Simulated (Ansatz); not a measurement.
Relaxed CsBr (CsCl type):

```xyz
4
Lattice="8.7779 0.0000 0.0000 0.0000 4.3890 0.0000 0.0000 0.0000 4.3890" Properties=species:S:1:pos:R:3 pbc="T T T"
Cs     0.0000     0.0000     0.0000
Cs     4.3890     0.0000     0.0000
Br     2.1945     2.1945     2.1945
Br     6.5835     2.1945     2.1945
```

In each cell atom 4 (Br, nearest neighbour Cs at 3.801 Å; its periodic images, 4.4 Å or more away, move with it) moves by s·(0.577, 0.577, 0.577) (along Cartesian [111]), the rest being held.

All values below come from PBE (plane waves to 420 eV, PAW, scalar-relativistic; Ansatz, a first-principles code). k mesh 3×6×6 (Γ-centred), Fermi-Dirac smearing 0.05 eV. E stands for the smeared free energy. Compression counts positive. F∥ is the force on the atom along that direction. F⊥ is the part of the force across the line. CsBr was relaxed with its symmetry unable to fall. The zero of ΔE is the undisplaced structure.

| s (Å) | ΔE (eV/cell) | P (GPa) | F∥ (eV/Å) | |F⊥| (eV/Å) |
|---|---|---|---|---|
| -0.760 | 0.382 | 1.35 | 1.440 | 0.263 |
| -0.608 | 0.209 | 0.80 | 0.884 | 0.213 |
| -0.456 | 0.103 | 0.42 | 0.529 | 0.161 |
| -0.304 | 0.042 | 0.18 | 0.295 | 0.108 |
| -0.152 | 0.010 | 0.05 | 0.132 | 0.054 |
| 0.000 | 0.000 | 0.01 | 0.000 | 0.000 |
| 0.152 | 0.010 | 0.05 | -0.132 | 0.054 |
| 0.304 | 0.042 | 0.18 | -0.295 | 0.108 |
| 0.456 | 0.103 | 0.42 | -0.529 | 0.161 |
| 0.608 | 0.209 | 0.80 | -0.884 | 0.213 |
| 0.760 | 0.382 | 1.35 | -1.440 | 0.263 |

What the scan shows:

| Quantity | Result |
|---|---|
| Energy at s = 0.760 Å | 382 meV/cell |
| Force along the line at s = -0.760 Å | 1.44 eV/Å |
| Symmetry of the curve | even: the same for both signs |
| Shape of the curve | a single well with its minimum at or next to zero displacement |
| Force constant k = d²E/ds² at s = 0 (finite differences) | 0.83 eV/Å² |
| Harmonic estimate at the end of the scan | ½ks² = 241 meV/cell against the computed 382 meV/cell, so the well is stiffer than harmonic there |

The 11 points together took about 2.8 core-minutes (a rough figure).

(A displaced cell: forces are minus the slopes of the energy, force constants its curvatures, and phonons follow from these.)
